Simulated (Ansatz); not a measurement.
**Computed properties of SrTe (rocksalt)**

All numbers come from the plane-wave code Ansatz. The values are computed, non-magnetic, and not measurements.

Rocksalt SrTe, relaxed with r2SCAN. The symmetry is Fm-3m (No. 225, cubic); a = 6.706 Å in the conventional setting, 37.69 Å³ an atom. Sr has 6 Te at 3.35 Å; Te has 6 Sr at 3.35 Å.

```
Sr Te
1.0
     0.00000    3.35276    3.35276
     3.35276    0.00000    3.35276
     3.35276    3.35276    0.00000
Sr Te
1 1
Direct
  0.00000 0.00000 0.00000
  0.50000 0.50000 0.50000
```

Relaxed lattice by functional, symmetry kept:

| functional | k mesh | a (Å) | volume (Å³/atom) |
| --- | --- | --- | --- |
| PBE | 6×6×6 | 6.716 | 37.86 |
| r2SCAN | 6×6×6 | 6.706 | 37.69 |

Gaps on the r2SCAN cell, each the least over its mesh and the special points:
```
                                    level  k mesh  gap (eV)      kind         edges  least direct gap (eV)
                                      PBE   6×6×6      1.77  indirect         Γ → X                   2.49
                                  PBE+SOC   6×6×6      1.49  indirect         Γ → X                   2.25
                                   r2SCAN   6×6×6      2.17  indirect         Γ → X                   2.91
                                    HSE06   4×4×4      2.49  indirect         Γ → X                   3.30
                                     PBE0   4×4×4      3.15  indirect         Γ → X                   3.98
G0W0@PBE (224 empty bands, 120 eV, 4×4×4)   4×4×4      2.87         –  Γ → X (mesh)                      –
```
PBE: smearing of 0.02 eV; the others have fixed occupations.
Wave cutoffs: 420 eV, 500 eV (r2SCAN).
The G0W0 gap is PBE's gap over the path plus the quasiparticle shift read on the mesh. No extrapolation in bands, cutoff or mesh was made for G0W0.

The HSE06 gap is indirect, 2.49 eV (Γ to X), below the direct gap of 3.30 eV at X. Spin-orbit coupling changes the PBE gap by -0.28 eV, to 1.49 eV; at Γ the threefold valence level splits into a fourfold and a twofold level 0.87 eV apart, the fourfold one on top.

Taking G0W0@PBE (224 empty bands, 120 eV, 4×4×4), 2.87 eV, as the yardstick (a computed one, not at the basis limit), PBE0 comes nearest, +0.28 eV off, at about 9 times r2SCAN's cost; G0W0 itself took about 10 times r2SCAN's cost. The others: HSE06 -0.38, r2SCAN -0.70, PBE -1.10 eV. The yardstick's own error is a tenth of an eV or more. r2SCAN covers 55 % of the step from PBE to HSE06, while HSE06 needs about 10 times r2SCAN's cost (on a coarser mesh). Spin-orbit coupling moves the least or the direct gap by up to 0.28 eV, so it has to be included where a tenth of an eV counts. All these functionals give a gap of the same kind, indirect.

r2SCAN (ground state on 6×6×6): The clamped-ion dielectric constant comes out as 5.32 in all directions. Born charges, averaged over directions: Sr +2.37, Te -2.37 e.

Only the levels marked +SOC include spin-orbit coupling.

The meshes of the hybrids are coarse, so their gaps aren't converged to the digits shown.
